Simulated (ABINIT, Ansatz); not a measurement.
# How the form of the self-energy moves the gap of SiC (Moissanite), part 2 of 2

Aim: compare treatments of exchange, screening and correlation for the gap of SiC (Moissanite).

ABINIT 10.8.3; PBE and many-body steps on it, plane waves. Known limits of the many-body steps: not at the basis limit.

So far. Step 5 (G0W0, Hybertsen-Louie plasmon pole): Against G0W0 in ABINIT (6×6×4 mesh, 227 bands, screening to 247.6 eV, Godby-Needs plasmon pole), the gap moves by +0.128 eV. Step 6 (G0W0, Engel-Farid plasmon pole): Against G0W0 in ABINIT (6×6×4 mesh, 227 bands, screening to 247.6 eV, Godby-Needs plasmon pole), the gap moves by +0.156 eV.

## (7) One-shot Hartree-Fock

This step: one-shot Hartree-Fock on PBE, plane waves, norm-conserving pseudopotentials.

run.abi reads:

```
acell 3*1.0 Angstrom
rprim 
  3.075999999976 0.000000000005 0.000000000000
  -1.537999999993 2.663894142018 0.000000000000
  0.000000000000 0.000000000000 5.048000000000
ntypat 2
znucl 14 6
natom 4
typat 1 1 2 2
xred 
  0.333333333333 0.666666666667 0.000000000000
  0.666666666667 0.333333333333 0.500000000000
  0.333333333333 0.666666666667 0.385000000000
  0.666666666667 0.333333333333 0.885000000000
pp_dirpath "pseudos"
pseudos "Si.upf, C.upf"
ecut 37
ngkpt 6 6 4
nshiftk 1
shiftk 0 0 0
kptopt 1
chksymbreak 0
istwfk *1
occopt 1
irdwfk 1
optdriver 4
nband 12
gwcalctyp 5
ecutsigx 37
symsigma 1
nkptgw 3
kptgw 
  0.0000000000 0.0000000000 0.0000000000
  0.3333333333 0.3333333333 0.0000000000
  0.5000000000 0.0000000000 0.0000000000
bdgw 
  6 10
  7 10
  7 10
ixc_sigma 40
fftgw 31
indata_prefix "in"
outdata_prefix "out"
tmpdata_prefix "tmp"
```

Started as:

```sh
$ OMP_NUM_THREADS=1 mpirun -n 4 abinit run.abi > log
```

The program printed:

```text
.Version 10.8.3 of ABINIT. v10.8.2 released Aug 2026.

 Symmetries : space group P6_3 m c (#186); Bravais hP (primitive hexag.)
[... echo of the input left out ...]
== DATASET  1 ==================================================================
-   mpi_nproc: 4, omp_nthreads: 1 (-1 if OMP is not activated)

--- !DatasetInfo
iteration_state: {dtset: 1, }
dimensions: {natom: 4, nkpt: 21, mband: 12, nsppol: 1, nspinor: 1, nspden: 1, mpw: 3018, }
cutoff_energies: {ecut:  37.0, pawecutdg:  -1.0, }
[...]
Band     E0 <VxcDFT>   SigX SigC(E0)      Z dSigC/dE  Sig(E)    E-E0       E
[...]
9   9.734 -10.592  -6.058   0.000   1.000   0.000  -6.058   4.534  14.268
       10  11.338 -11.767  -6.941   0.000   1.000   0.000  -6.941   4.827  16.165

== END DATASET(S) ==============================================================
================================================================================

 -outvars: echo values of variables after computation  --------
           etotal      0.0000000000E+00
            nband          12
             nkpt          21
          spgroup         186
 [... the other variables as echoed above ...]

 Calculation completed.
```

Elapsed: 2.8 s, on 4 MPI ranks of Intel Xeon Platinum 8488C (Sapphire Rapids), shared host; peak memory 0.16 GiB.

This step gave:

| Property | Result |
| --- | --- |
| quasiparticle gap on the points computed | 9.036 eV |
| starting gap on the mesh | 2.329 eV |
| k of the valence top | 0, 0, 0 |
| k of the conduction bottom | 0.3333, 0.3333, 0 |
| least direct quasiparticle gap on the computed points | 11.77 eV |

Against G0W0 in ABINIT (6×6×4 mesh, 227 bands, screening to 247.6 eV, Godby-Needs plasmon pole), the gap moves by +5.988 eV.

## (8) Screening, 6×6×4 mesh, 227 bands, screening to 247.6 eV

This step: RPA screening on PBE, plane waves, norm-conserving pseudopotentials.

Edit run.abi of step 7 so:

```diff
@@ -25,18 +25,14 @@
 irdwfk 1
-optdriver 4
-nband 12
-gwcalctyp 5
-ecutsigx 37
-symsigma 1
-nkptgw 3
-kptgw 
-  0.0000000000 0.0000000000 0.0000000000
-  0.3333333333 0.3333333333 0.0000000000
-  0.5000000000 0.0000000000 0.0000000000
-bdgw 
-  6 10
-  7 10
-  7 10
-ixc_sigma 40
-fftgw 31
+optdriver 3
+nband 227
+ecuteps 9.1
+inclvkb 2
+awtr 1
+symchi 1
+gwcalctyp 2
+nfreqre 16
+freqremax 40 eV
+nfreqim 8
+spmeth 1
+nomegasf 120
 indata_prefix "in"
```

The program printed:

```text
.Version 10.8.3 of ABINIT. v10.8.2 released Aug 2026.

 Symmetries : space group P6_3 m c (#186); Bravais hP (primitive hexag.)
[... echo of the input left out ...]
== DATASET  1 ==================================================================
-   mpi_nproc: 4, omp_nthreads: 1 (-1 if OMP is not activated)

--- !DatasetInfo
iteration_state: {dtset: 1, }
dimensions: {natom: 4, nkpt: 21, mband: 227, nsppol: 1, nspinor: 1, nspden: 1, mpw: 3018, }
cutoff_energies: {ecut:  37.0, pawecutdg:  -1.0, }
electrons: {nelect:   1.60000000E+01, charge:   0.00000000E+00, occopt:   1.00000000E+00, tsmear:   1.00000000E-02, }

 SCREENING: Calculation of the susceptibility and dielectric matrices

 Based on a program developped by R.W. Godby, V. Olevano, G. Onida, and L. Reining.
 Incorporated in ABINIT by V. Olevano, G.-M. Rignanese, and M. Torrent.
.Using double precision arithmetic ; gwpc =  8

[... cell and pseudopotentials left out ...]
--------------------------------------------------------------------------------

 ==== K-mesh for the wavefunctions ====
 Number of points in the irreducible wedge :    21
[... list of points left out ...]
 Together with 12 symmetry operations and time-reversal symmetry
 yields   144 points in the full Brillouin Zone.

 ==== Q-mesh for the screening function ====
 Number of points in the irreducible wedge :    21
[... list of points left out ...]
 Together with 12 symmetry operations and time-reversal symmetry
 yields   144 points in the full Brillouin Zone.

 setmesh: FFT mesh size selected  =    24x   24x   40
          total number of points  =        23040

 vcoul_init : cutoff-mode = AUXILIARY_FUNCTION
 q-points for optical limit:   1
     1)      0.000010    0.000020    0.000030

- screening: taking advantage of time-reversal symmetry
- Maximum band index for partially occupied states nbvw = 8
- Remaining bands to be divided among processors   nbcw = 219
- Number of bands treated by each node ~54

 Number of electrons calculated from density =   16.0000; Expected =   16.0000
 average of density, n =  0.057319
 r_s =    1.6089
 omega_plasma =   23.0944 [eV]

 calculating chi0 at frequencies [eV] :
  1    0.000000E+00    0.000000E+00
  2    2.666667E+00    0.000000E+00
  3    5.333333E+00    0.000000E+00
[...]
23    0.000000E+00    5.881732E+01
 24    0.000000E+00    8.281543E+01

--------------------------------------------------------------------------------
  q-point number  1        q = ( 0.000000, 0.000000, 0.000000) [r.l.u.]
--------------------------------------------------------------------------------
[... chi0 elements left out ...]
  [... further frequencies ...]

 No. of calculated frequencies >  15, stop printing
 For q-point:  0.000010 0.000020 0.000030
  dielectric constant =   6.9335
  dielectric constant without local fields =   7.5987

  Average fulfillment of the sum rule on Im[epsilon] for q-point    1 :     93.90  [%]
[... wings left out ...]
  q-point number  2        q = ( 0.166667, 0.000000, 0.000000) [r.l.u.]
--------------------------------------------------------------------------------
[... chi0 elements left out ...]
  [... further frequencies ...]

 No. of calculated frequencies >  15, stop printing
  Average fulfillment of the sum rule on Im[epsilon] for q-point    2 :     96.17  [%]

 [... 19 further q-points ...]
```

Elapsed: 16 min, on 4 MPI ranks; peak memory 3.1 GiB.

This step gave:

```yaml
eps_infinity_with_local_fields_on_this_mesh_along_the_program_s_q_direction: 6.934
the_same_without_local_fields: 7.599
plasma_frequency: 23.09 eV
plane_waves_in_the_screening_matrix: 373
```

## (9) G0W0, contour deformation

This step: G0W0 on PBE, plane waves, norm-conserving pseudopotentials.

Edit run.abi of step 8 so:

```diff
@@ -25,14 +25,19 @@
 irdwfk 1
-optdriver 3
+optdriver 4
 nband 227
+gwcalctyp 2
+ecutsigx 37
+symsigma 1
+nkptgw 3
+kptgw 
+  0.0000000000 0.0000000000 0.0000000000
+  0.3333333333 0.3333333333 0.0000000000
+  0.5000000000 0.0000000000 0.0000000000
+bdgw 
+  6 10
+  7 10
+  7 10
 ecuteps 9.1
-inclvkb 2
-awtr 1
-symchi 1
-gwcalctyp 2
-nfreqre 16
-freqremax 40 eV
-nfreqim 8
-spmeth 1
-nomegasf 120
+irdscr 1
+gwmem 01
 indata_prefix "in"
```

The program printed:

```text
.Version 10.8.3 of ABINIT. v10.8.2 released Aug 2026.

 Symmetries : space group P6_3 m c (#186); Bravais hP (primitive hexag.)
[... echo of the input left out ...]
== DATASET  1 ==================================================================
-   mpi_nproc: 4, omp_nthreads: 1 (-1 if OMP is not activated)

--- !DatasetInfo
iteration_state: {dtset: 1, }
dimensions: {natom: 4, nkpt: 21, mband: 227, nsppol: 1, nspinor: 1, nspden: 1, mpw: 3018, }
cutoff_energies: {ecut:  37.0, pawecutdg:  -1.0, }
[...]
Band     E0 <VxcDFT>   SigX SigC(E0)      Z dSigC/dE  Sig(E)    E-E0       E
[...]
10  11.338 -11.767  -6.941  -4.442   0.801  -0.248 -11.459   0.308  11.646
       10   0.000   0.000   0.000  -0.000   0.000   0.000  -0.000  -0.000  -0.000

== END DATASET(S) ==============================================================
================================================================================

 -outvars: echo values of variables after computation  --------
           etotal      0.0000000000E+00
            nband         227
             nkpt          21
          spgroup         186
 [... the other variables as echoed above ...]

 Calculation completed.
```

It took 1.7 min on 4 MPI ranks; peak memory 2.5 GiB; 6.8 min of CPU time.

This step gave:

```yaml
g0w0_gap_on_the_points_computed: 3.113 eV
starting_gap_on_the_mesh: 2.329 eV
k_of_the_valence_top: 0, 0, 0
k_of_the_conduction_bottom: 0.3333, 0.3333, 0
least_direct_g0w0_gap_on_the_computed_points: 5.082 eV
```

Against G0W0 in ABINIT (6×6×4 mesh, 227 bands, screening to 247.6 eV, Godby-Needs plasmon pole), the gap moves by +0.065 eV.

## (10) The runs together

Times are wall times on 4 MPI ranks of Intel Xeon Platinum 8488C (Sapphire Rapids), shared host, good to a factor of about two. A run's time includes the screening step that it read.

```tsv
run	mesh	bands	screening cutoff (eV)	DFT gap (eV)	gap on the mesh (eV)	direct (eV)	ε∞ used	time
G0W0, Godby-Needs plasmon pole	6×6×4	227	247.6	2.329	3.048	5.035	6.84	8.6 min
G0W0, Hybertsen-Louie plasmon pole	6×6×4	227	247.6	2.329	3.176	5.180	6.84	8.6 min
G0W0, Engel-Farid plasmon pole	6×6×4	227	247.6	2.329	3.204	5.173	6.84	7.4 min
one-shot Hartree-Fock	6×6×4	-	-	2.329	9.036	11.771	-	2.8 s
G0W0, contour deformation	6×6×4	227	247.6	2.329	3.113	5.082	6.93	17 min
```

## (11) Results

- G0W0, Godby-Needs plasmon pole: 3.048 eV
- G0W0, Hybertsen-Louie plasmon pole: 3.176 eV
- G0W0, Engel-Farid plasmon pole: 3.204 eV
- one-shot Hartree-Fock: 9.036 eV
- G0W0, contour deformation: 3.113 eV
- known limits: not at the basis limit

In words: G0W0, Hybertsen-Louie plasmon pole: +0.128 eV against G0W0, Godby-Needs plasmon pole. G0W0, Engel-Farid plasmon pole: +0.156 eV against G0W0, Godby-Needs plasmon pole. One-shot Hartree-Fock: +5.988 eV against G0W0, Godby-Needs plasmon pole. G0W0, contour deformation: +0.065 eV against G0W0, Godby-Needs plasmon pole. Bare exchange alone opens the gap to 9.04 eV; against G0W0, correlation takes back 5.99 eV. Against experiment, by G0W0, Godby-Needs plasmon pole: the gap of 3.05 eV lies −0.28 eV from the measured 3.33 eV (kind not stated, quoted 2020). These are gaps on the mesh, at modest bands and cutoff. The calculation has static nuclei and no excitons; a measured gap holds zero-point and thermal motion, which mostly lowers it. Bands and cutoff are finite, so the gap is not at the basis limit. The miss can reach some tenths of an eV and take either sign; the mesh is an error of its own. In the G0W0 runs levels were corrected at 3 k points alone, so a gap called «on the mesh» is the least over those, and an edge elsewhere would be missed.

[Paths, hosts, dates, memory and timing lines, banners, echoed tables and standing remarks are left out of the program output.]

[Logs are printed without paths, hosts, clocks, repeated set-up lines and the standing remarks that a program may print on its own settings, such as how far it seeks lower states.]

[Runs of the session that timed out or met a known fault of the program may be left out.]

[Hosts, paths, dates, database ids (printed as entryN), source tags and the programs' standing remarks are cut or masked in the printed files.]

[G0W0 gaps are taken among the corrected bands and points alone; a level outside them can change the order at an edge.]

[Where Ansatz stands beside ABINIT at settings called matched, ABINIT's density can come from a denser mesh and the files from another edition; pairs whose starting gaps differed by over 0.03 eV were left out, so agreement reads better than it is.]
